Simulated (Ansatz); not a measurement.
**BAs: how the settings move a single-point run**

Question: which choices in the input matter for BAs? The cell is built on a prototype (rocksalt) and needn't be the phase found in nature.

Method: reference: DFT, PBEsol, plane waves, PAW, in Ansatz 0.2.0.

1 further run of the same task is left out (it didn't finish). Runs told in other sessions of the task aren't counted.

## 1. The structure to begin with

It takes space group Fm-3m (No. 225, cubic). Conventional cell: a = 4.611 Å, b = 4.611 Å, c = 4.611 Å, α = 90.00°, β = 90.00°, γ = 90.00°. Around B (site symmetry m-3m) lie 6 As at 2.31 Å. As (site symmetry m-3m) is surrounded by 6 B at 2.31 Å.

Coordinates:

```cif
data_structure
_symmetry_space_group_name_H-M 'Fm-3m'
_symmetry_Int_Tables_number 225
_cell_length_a 4.6106
_cell_length_b 4.6106
_cell_length_c 4.6106
_cell_angle_alpha 90.000
_cell_angle_beta 90.000
_cell_angle_gamma 90.000
_cell_volume 98.01
loop_
_atom_site_label
_atom_site_type_symbol
_atom_site_symmetry_multiplicity
_atom_site_Wyckoff_symbol
_atom_site_fract_x
_atom_site_fract_y
_atom_site_fract_z
_atom_site_occupancy
B1 B 4 a 0.00000 0.00000 0.00000 1
As1 As 4 b 0.50000 0.00000 0.00000 1
```

## 2. The reference run

input.yaml

```yaml
crystal:
  lattice:
    - [0.0, 2.3052873177, 2.3052873177]
    - [2.3052873177, 0.0, 2.3052873177]
    - [2.3052873177, 2.3052873177, 0.0]
  atoms:
    - { symbol: B, position: [0.0, 0.0, 0.0] }
    - { symbol: As, position: [0.5, 0.5, 0.5] }
kpoints:
  mp_grid: { grid: [6, 6, 6] }
hamiltonian:
  xc: pbesol
scf:
  occupations: { method: fermi_dirac, width: 0.02 }
  n_extra_bands: 4
output:
  forces: true
  stress: true
  eigenvalues: true
```

Command:

```
> ansatz run input.yaml --threads 4 --pin off --max-ram 3686MiB --backend cpu --events-out ev --progress --plain --runs-dir out
```

## 3. Variant: occupations.method methfessel_paxton, occupations.width 0.05

input.yaml, as its differences from that of step 2:

```diff
@@ -13,3 +13,3 @@
 scf:
-  occupations: { method: fermi_dirac, width: 0.02 }
+  occupations: { method: methfessel_paxton, width: 0.05 }
   n_extra_bands: 4
```

What does the calculation give? Wanted: for each run, ending; energy change; pressure; gap; force.

The runs gave:

| run | ending | energy change | pressure (GPa) | gap (eV) | force (eV/Å) | cycles | time |
| --- | --- | --- | --- | --- | --- | --- | --- |
| reference | converged | 0 | -3.8 | 0.00 | 0.00 | 6 | 0.53 s |
| 1: occupations.method methfessel_paxton, occupations.width 0.05 | converged | +0.4 meV/atom (σ→0) | -3.8 | 0.00 | 0.00 | 6 | 0.52 s |

Residual by cycle in the longest SCF loop of each run; runs are numbered as in the table. The quantity is the density residual dr2, in eV.

| cycle | reference | run 1 |
| --- | --- | --- |
| 1 | 0.0118 | 0.0128 |
| 2 | 0.00524 | 0.00533 |
| 3 | 2.2e-5 | 1.1e-5 |
| 4 | 3.0e-6 | 2.0e-6 |
| 5 | 3.9e-7 | 2.5e-7 |
| 6 | 2.1e-8 | 1.8e-8 |

Changing the smearing hardly moves the energy: +0.4 meV/atom.
